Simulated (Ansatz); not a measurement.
**Data sheet: ZrO2 (DFT)**

ZrO2:
```
ZrO2
1.0
    3.60134     0.00000     0.00000
    0.00000     3.60134     0.00000
    0.00000     0.00000     5.22807
Zr O
2 4
Cartesian
  0.00000   0.00000   0.00000
  1.80067   1.80067   2.61404
  0.00000   1.80067   1.02884
  0.00000   1.80067   3.64287
  1.80067   0.00000   1.58520
  1.80067   0.00000   4.19924
```

Space group P4_2/nmc (No. 137); conventional cell a = b = 3.601 Å, c = 5.228 Å, α = β = γ = 90.00°.

Method: plane-wave PAW r²SCAN (Ansatz code). The cell and atoms are relaxed at this level. Other levels are named where they apply.

Cell and energy:

Volume per atom: 11.30 Å³
Density: 6.04 g/cm³
Formation energy from the elements (no fitted shifts): -3.69 eV/atom

Electronic structure:

- Band gap: 4.60 eV (indirect)
- Valence-band maximum: on the M–Γ line, 55 % of the way from M
- Conduction-band minimum: at Γ
- Smallest direct gap on the standard path: 4.71 eV
- Electron effective mass: 0.63, 0.63, 2.2 mₑ (principal values)
- Electron effective mass with spin–orbit coupling: 0.63, 0.63, 2.2 mₑ (principal values)
- Hole effective mass: 0.70, 2.2, 10 mₑ (principal values)
- Hole effective mass with spin–orbit coupling: 0.70, 2.2, 8.9 mₑ (principal values)
- HSE06 gap on the r²SCAN cell: 5.71 eV
- Gap with spin–orbit coupling: 4.60 eV

Mechanics:

- Bulk modulus (Birch–Murnaghan fit): 179 GPa
- Pressure derivative B′: 5.9

Charges:

* **Bader charges**: Zr +2.70, O -1.35 e

This is a known high-temperature phase of the composition, computed here at zero pressure and temperature. Symmetry was held in the r²SCAN relaxation; whether a distortion lowers the energy is not shown. No spin polarisation was allowed. The references are the lowest solids computed at this level, not always the standard phases (solids in place of the gases). Spin–orbit coupling is left out wherever it is not named.

Potentials: the later of the program's two PAW sets.
